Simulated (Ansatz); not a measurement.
# Static equation of state of rock-salt LiCl, displaced supercell (64 atoms)

The cell holds 64 atoms: 32 Li and 32 Cl. Cell: a = 10.324 Å, b = 10.325 Å, c = 10.324 Å, α = 90.0°, β = 90.0°, γ = 90.0°. It derives from LiCl (rock-salt), repeated 2×2×2. The starting structure: Rock-salt LiCl (a = 5.14 Å), 2 x 2 x 2 conventional cells, isotropic strain -2 %; every coordinate displaced by a Gaussian of 0.07 Å.

Calculated with Ansatz 0.2.0: Kohn-Sham DFT, PBE, PAW (set soft_2), plane waves; cutoff 420 eV, Γ point, fixed occupations. Cell and atoms were relaxed first, to V0 = 17.196 Å³ an atom at a residual P0 = 0.014 GPa. The cell was then scaled evenly, and the atoms were relaxed at each volume.

```
volume (Å³/atom)  pressure (GPa)
          15.476               ?
          16.164           2.278
          16.680           1.055
          17.712         -0.8711
          18.227          -1.625
```

**Question.** Fit the third-order Birch–Murnaghan equation to the rows given and extrapolate to the withheld row.

**Working.**

Take the Eulerian strain f = ½[(V0/V)^(2/3) − 1] and the normalised pressure F = (P − P0) / [3f(1 + 2f)^(5/2)]. The third-order Birch–Murnaghan equation is then the line F = B0 + (3/2)B0(B′ − 4) f, so u = f and v = F.

| u = f | v = F (GPa) |
| --- | --- |
| 0.0210562 | 32.3246 |
| 0.0102567 | 32.1522 |
| -0.00975628 | 31.7793 |
| -0.0190504 | 31.6137 |

With n = 4: mean u = 6.2657e-4, mean v = 31.9674, Σ(u − ū)² = 0.0010051, Σ(u − ū)(v − v̄) = 0.017989. Slope b = 0.017989 / 0.0010051 = 17.898; intercept a = v̄ − b ū = 31.956.

So B0 = a = 32.0 GPa and B′ = 4 + 2b/(3a) = 4.37. At the withheld volume f = 0.03638, F = a + b f = 32.61 GPa, and P = P0 + 3f(1 + 2f)^(5/2) F.

Prediction at 15.476: 4.257 GPa. The run gave 4.251 GPa, so the fit is high by 0.0057 GPa (0.13 % of the value).

B′ = 4.4 lies in the range of 3 to 6 that is common for dense crystals. Among the rows given, the largest miss of the fit is at 16.164, by 6.0e-4 GPa (0.010 % of the range of the table).

Limits: Static cells at zero temperature; the cell shape is held. The program notes that the SCF threshold of these relaxations is loose for the stress. Only the Γ point is sampled, in a cell whose shortest periodic width is 10 Å.

[Logs are printed without paths, hosts, clocks, repeated set-up lines and the standing remarks that a program may print on its own settings, such as how far it seeks lower states.]

[Hosts, paths, dates, database ids (printed as entryN), source tags and the programs' standing remarks are cut or masked in the printed files.]
